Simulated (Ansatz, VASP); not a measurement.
**Two plane-wave programs on Re**

```xyz
1
Lattice="-1.5527 1.5527 1.5527 1.5527 -1.5527 1.5527 1.5527 1.5527 -1.5527" Properties=species:S:1:pos:R:3 pbc="T T T"
Re    0.0000    0.0000    0.0000
```

Alike in both runs: task relaxation of cell and atoms; functional PBE; k mesh 15 × 15 × 15; occupations fermi-dirac, width 0.05 eV; no spin polarisation.

```csv
,VASP,Ansatz
version,VASP 6.6.1,Ansatz 0.2.0
potentials or method,"VASP PAW PBE potentials, release 64 (Re)","PAW with Ansatz's default frozen-core files, scalar-relativistic"
plane-wave cutoff (eV),600,420
valence electrons in the cell,7,15
```

VASP gave:

* relaxed volume (Å³/atom): 15.08
* relaxed cell length with the largest relative difference (Å): 2.696
* energy change over the relaxation (meV/atom): -1

Task: Estimate Ansatz's values.

Result: Relaxed volume (Å³/atom): 15.10; relaxed cell length with the largest relative difference (Å): 2.697; energy change over the relaxation (meV/atom): -1.

The two sets of potentials don't hold the same shells in valence.

The runs have no spin-orbit coupling, so splittings on Re are missing.
